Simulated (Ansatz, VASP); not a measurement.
## Al: VASP beside Ansatz

File INCAR:

```
SYSTEM = Al
ALGO = Normal
EDIFF = 1E-7
ENCUT = 520
GGA = PS
ISIF = 2
ISMEAR = -1
LASPH = .TRUE.
LCHARG = .FALSE.
LREAL = .FALSE.
LWAVE = .FALSE.
NBANDS = 14
NELM = 80
PREC = Accurate
SIGMA = 0.05
```

KPOINTS

```
k-points
0
G
  11 11 3
  0 0 0
```

Contents of POSCAR:

```
Al
1.0
    2.8825239838      0.0000000000      0.0000000000
   -1.4412619919      2.4963389970      0.0000000000
    0.0000000000      0.0000000000      9.3661563209
Al
4
Direct
    0.6666666667      0.3333333333      0.7500000000
    0.0000000000      0.0000000000      0.5000000000
    0.3333333333      0.6666666667      0.2500000000
    0.0000000000      0.0000000000      0.0000000000
```

input.yaml

```yaml
crystal:
  lattice:
    - [2.8825239838, 0.0, 0.0]
    - [-1.4412619919, 2.496338997, 0.0]
    - [0.0, 0.0, 9.3661563209]
  atoms:
    - { symbol: Al, position: [0.6666666667, 0.3333333333, 0.75] }
    - { symbol: Al, position: [0.0, 0.0, 0.5] }
    - { symbol: Al, position: [0.3333333333, 0.6666666667, 0.25] }
    - { symbol: Al, position: [0.0, 0.0, 0.0] }
hamiltonian:
  xc: pbesol
  pseudopotentials: { kind: paw }
kpoints:
  mp_grid: { grid: [11, 11, 3] }
scf:
  occupations: { method: fermi_dirac, width: 0.05 }
output:
  forces: true
  stress: true
  eigenvalues: true
```

Change from the starting cell: volume scaled by 1.06.

Alike in both runs: task single point; functional PBEsol; k mesh 11 × 11 × 3; occupations fermi-dirac, width 0.05 eV; no spin polarisation.

|  | VASP | Ansatz |
| --- | --- | --- |
| version | VASP 6.6.1 | Ansatz 0.2.0 |
| potentials or method | VASP PAW PBE potentials, release 64 (Al) | Ansatz PAW |
| plane-wave cutoff (eV) | 520 | 420 |
| valence electrons in the cell | 12 | 12 |

VASP gave:

| Property | Result |
| --- | --- |
| gap on the k mesh at the Fermi level (eV) | none |
| pressure (GPa) | -2.6 |
| largest component of the traceless stress (GPa) | 1.05 |

**Question.** What did Ansatz give for the same quantities?

**Answer.** gap on the k mesh at the Fermi level (eV): none; pressure (GPa): -2.6; largest component of the traceless stress (GPa): 1.04.

A gap of «none» marks a metal or a gap that the smearing closes.

Caveats: the PAW data sets were made with another functional, which shifts forces and pressure a little (VASP); the PAW data sets come from PBE, with cores solved anew for the run's functional, which leaves a small shift of forces and pressure (Ansatz).
